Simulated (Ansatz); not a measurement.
(110) slab cut from the bulk of Sn, 15 Å of vacuum:

```xyz
10
Lattice="4.6256 0.0000 0.0000 0.0000 6.5416 0.0000 0.0000 0.0000 24.2512" Properties=species:S:1:pos:R:3 pbc="T T T"
Sn    2.3128    0.0000    7.5000
Sn    0.0000    1.6354    7.5000
Sn    0.0000    3.2708    9.8128
Sn    2.3128    4.9062    9.8128
Sn    2.3128    0.0000   12.1256
Sn    0.0000    1.6354   12.1256
Sn    0.0000    3.2708   14.4384
Sn    2.3128    4.9062   14.4384
Sn    2.3128    0.0000   16.7512
Sn    0.0000    1.6354   16.7512
```

Theory: DFT PBEsol, scalar-relativistic, plane waves, PAW (Ansatz 0.2.0). Cutoff 420 eV; k points 8×6×1 on the computed 10-atom cell (Γ-centred); Gaussian smearing, width 0.10 eV; no spin polarisation. The cell repeats along c with a dipole correction in the vacuum.

This base run converges in 8 iterations with a largest force of 0.144 eV/Å and a work function of 4.38 eV on the top face.

One setting at a time is then changed, some of them on purpose to poor values; changes count from the base run, energies are extrapolated to zero smearing, γ keeps the base's bulk energy, atoms stay where they are, a change of functional drops any dispersion correction, and risky runs are capped at 50 to 100 iterations.

(1) What does each change do? isolated along c; field of 4.0 V/Å along c; k mesh 1×6×1; cutoff 550 eV; field of 0.1 V/Å along c; k mesh 2×2×1; field of 1.5 V/Å along c; functional PBE.

In some of the runs (field 4.0, field 1.5) charge leaks into the vacuum, so their work functions can be off.

Answers

(1)
```
                  change outcome SCF iterations  ΔE (meV/atom)  Δγ (J/m²)  Δφ top (eV) largest force (eV/Å) largest change of a force (eV/Å)
        isolated along c converged with warnings               8            0.0      0.000         0.00                 0.144                             0.000
field of 4.0 V/Å along c converged with warnings              11        -1667.0                                         0.761                             0.713
            k mesh 1×6×1                converged               9        +1053.1     +2.788        +0.13                 0.372                             0.280
           cutoff 550 eV                converged               8           -0.8                    0.00                 0.144                             0.001
field of 0.1 V/Å along c converged              10           -1.0                                         0.144                             0.006
            k mesh 2×2×1                converged               9         +139.1     +0.368        -0.03                 0.101                             0.137
field of 1.5 V/Å along c converged with warnings              14         -233.8                                         0.237                             0.132
          functional PBE                converged               8                                  -0.06                 0.205                             0.218
```

Cost: 9 runs of about 18 core-minutes in all, on Arm Neoverse V2 (shared hosts).